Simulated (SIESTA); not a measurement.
Input of a SIESTA 5.4.2 run:

C.fdf

```
SystemName                      Carbon
SystemLabel                     C
NumberOfSpecies                 1
NumberOfAtoms                   12
%block ChemicalSpeciesLabel
  1   6 C
%endblock ChemicalSpeciesLabel

LatticeConstant                 1.0 Ang
%block LatticeVectors
     2.5221000000     0.0000000000     0.0000000000
    -1.2610500000     2.1842026709     0.0000000000
     0.0000000000     0.0000000000    12.3557000000
%endblock LatticeVectors
AtomicCoordinatesFormat         Fractional
%block AtomicCoordinatesAndAtomicSpecies
     0.6666666667     0.3333333333     0.3541700000  1  C
     0.3333333333     0.6666666667     0.8541700000  1  C
     0.6666666667     0.3333333333     0.1458300000  1  C
     0.3333333333     0.6666666667     0.6458300000  1  C
     0.6666666667     0.3333333333     0.4791700000  1  C
     0.3333333333     0.6666666667     0.9791700000  1  C
     0.6666666667     0.3333333333     0.0208300000  1  C
     0.3333333333     0.6666666667     0.5208300000  1  C
     0.0000000000     0.0000000000     0.8125000000  1  C
     0.0000000000     0.0000000000     0.3125000000  1  C
     0.0000000000     0.0000000000     0.6875000000  1  C
     0.0000000000     0.0000000000     0.1875000000  1  C
%endblock AtomicCoordinatesAndAtomicSpecies

%block kgrid.MonkhorstPack
   12   0   0  0.0
    0  12   0  0.0
    0   0   3  0.0
%endblock kgrid.MonkhorstPack
XC.Functional                   GGA
XC.Authors                      AM05
PAO.BasisSize                   DZP
PAO.EnergyShift                 0.002 Ry
Mesh.Cutoff                     500 Ry
OccupationFunction              FD
ElectronicTemperature           0.05 eV
MaxSCFIterations                120
SCF.MustConverge                false
SCF.Mixer.Method                Pulay
SCF.Mixer.Weight                0.25
SCF.Mixer.History               8
SCF.DM.Tolerance                5.0e-05
SCF.H.Tolerance                 1.0e-03 eV
WriteForces                     true
Charge.Mulliken                 end
Charge.Hirshfeld                end
Charge.Voronoi                  end
SaveRho                         true
SaveElectrostaticPotential      true
BandLinesScale                  ReciprocalLatticeVectors
%block BandLines
    1    0.000000   0.000000   0.000000  \Gamma
   14    0.500000   0.000000   0.000000  M
    8    0.333333   0.333333   0.000000  K
   16    0.000000   0.000000   0.000000  \Gamma
    2    0.000000   0.000000   0.500000  A
   14    0.500000   0.000000   0.500000  L
    8    0.333333   0.333333   0.500000  H
   16    0.000000   0.000000   0.500000  A
    1    0.500000   0.000000   0.500000  L
    2    0.500000   0.000000   0.000000  M
    1    0.333333   0.333333   0.000000  K
    2    0.333333   0.333333   0.500000  H
%endblock BandLines
```

Potentials or basis: PseudoDojo 0.4 standard (PBEsol files), DZP (energy shift 0.002 Ry).

Run with:

```console
$ siesta C.fdf > C.out 2>&1
```

**Question.** Estimate the pressure.

**Answer.** 3.5 GPa.

**Question.** Predict the band gap along the path.

**Answer.** 4.37 eV, indirect (least direct gap 5.32 eV).

**Question.** What does it give for the largest force?

**Answer.** 0.347 eV/Å.

**Question.** What does it give for the band gap on the k mesh?

**Answer.** 4.40 eV, indirect (least direct gap 5.32 eV).

Forces on the atoms (eV/Å):
```
C    0.000  0.000  0.280
C    0.000  0.000  0.280
C    0.000  0.000 -0.280
C    0.000  0.000 -0.280
C    0.000  0.000 -0.027
C    0.000  0.000 -0.027
C    0.000  0.000  0.027
C    0.000  0.000  0.027
C    0.000  0.000  0.347
C    0.000  0.000  0.347
C    0.000  0.000 -0.347
C    0.000  0.000 -0.347
```

Caveat: the potentials were made for another functional, which shifts forces and pressure; the basis of atomic orbitals isn't converged, which shifts pressures, moduli and gaps. AM05 gaps usually lie below the measured ones, often by a third to a half.
